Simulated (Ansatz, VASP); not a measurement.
**One calculation of SnTe, two programs**

The input INCAR:

```
SYSTEM = SnTe
PREC = Accurate ; ENCUT = 520
EDIFF = 1E-7 ; ISMEAR = -1
SIGMA = 0.05 ; LREAL = .FALSE.
LASPH = .TRUE. ; NELM = 100
ALGO = Normal ; ISIF = 2
LWAVE = .FALSE. ; LCHARG = .FALSE.
GGA = PS ; NBANDS = 17
```

File KPOINTS:

```
regular mesh
0
G
  7 7 7
  0 0 0
```

The input POSCAR:

```
SnTe
1.0
    0.0000000000      3.1508500000      3.1508500000
    3.1508500000      0.0000000000      3.1508500000
    3.1508500000      3.1508500000      0.0000000000
Te Sn
1 1
Direct
    0.5000000000      0.5000000000      0.5000000000
    0.0000000000      0.0000000000      0.0000000000
```

input.yaml

```yaml
crystal:
  lattice:
    - [0.0, 3.15085, 3.15085]
    - [3.15085, 0.0, 3.15085]
    - [3.15085, 3.15085, 0.0]
  atoms:
    - { symbol: Te, position: [0.5, 0.5, 0.5] }
    - { symbol: Sn, position: [0.0, 0.0, 0.0] }
hamiltonian:
  xc: pbesol
  pseudopotentials: { kind: paw }
kpoints:
  mp_grid: { grid: [7, 7, 7] }
scf:
  occupations: { method: fermi_dirac, width: 0.05 }
output:
  forces: true
  stress: true
  eigenvalues: true
  write_density: true
  write_potential: true
  elf: true
  volumetric_format: npy
```

Alike in both runs: task single point; functional PBEsol; k mesh 7 × 7 × 7; occupations fermi-dirac, width 0.05 eV; no spin polarisation.

|  | VASP | Ansatz |
| --- | --- | --- |
| version | VASP 6.6.1 | Ansatz 0.2.0 |
| potentials or method | VASP PAW PBE potentials, release 64 (Te, Sn_d) | Ansatz PAW |
| plane-wave cutoff (eV) | 520 | 420 |
| valence electrons in the cell | 20 | 30 |

```csv
,VASP,Ansatz,Ansatz less VASP
gap on the k mesh at the Fermi level (eV),0.66,0.66,+0.001
least direct gap on the mesh (eV),0.66,0.66,+0.001
pressure (GPa),-0.4,-0.4,-0.01
```

The two sets of potentials don't hold the same shells in valence.

Caveats: the PAW data sets were made with another functional, which shifts forces and pressure a little (VASP); the PAW data sets come from PBE, with cores solved anew for the run's functional, which leaves a small shift of forces and pressure (Ansatz). Spin-orbit coupling is left out, which matters for the levels of Te.
